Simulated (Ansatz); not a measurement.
BaSnO₃ (cubic perovskite)

```yaml
crystal:
  lattice:
    - [4.13132, 0.00000, 0.00000]
    - [0.00000, 4.13132, 0.00000]
    - [0.00000, 0.00000, 4.13132]
  atoms:
    - { symbol: Ba, position: [0.00000, 0.00000, 0.00000] }
    - { symbol: Sn, position: [0.50000, 0.50000, 0.50000] }
    - { symbol: O, position: [0.00000, 0.50000, 0.50000] }
    - { symbol: O, position: [0.50000, 0.50000, 0.00000] }
    - { symbol: O, position: [0.50000, 0.00000, 0.50000] }
```

Two-dimensional scan of atom 5 (O, nearest neighbour Sn at 2.066 Å; its periodic images, 4.1 Å or more away, move with it): u runs along (1.000, 0.000, 0.000), v along (0.000, 0.000, 1.000) (Cartesian). Cell and other atoms are fixed.

Computed with r2SCAN (plane waves to 500 eV, PAW, scalar-relativistic; Ansatz, a quantum-chemistry and plane-wave program). k mesh 7×7×7 (Γ-centred), Fermi-Dirac smearing 0.05 eV. The energy includes the smearing's −TS. Points where atoms come too close for the PAW data are left out (x in tables, blank in figures). BaSnO3 was relaxed with its symmetry unable to fall. The zero of ΔE is the undisplaced structure. Axes are in Å.

Predict the ΔE (meV/cell) at all points of the grid u = -0.680, -0.340, 0.000, 0.340, 0.680 by v = -0.680, -0.340, 0.000, 0.340, 0.680.

ΔE (meV/cell), with u across and v down:

```tsv
v \ u	-0.680	-0.340	0.000	0.340	0.680
-0.680	x	1542	1025	1542	x
-0.340	1542	509	216	509	1542
0.000	1025	216	0	216	1025
0.340	1542	509	216	509	1542
0.680	x	1542	1025	1542	x
```

(A displaced cell: forces are minus the slopes of the energy, force constants its curvatures, and phonons follow from these.)
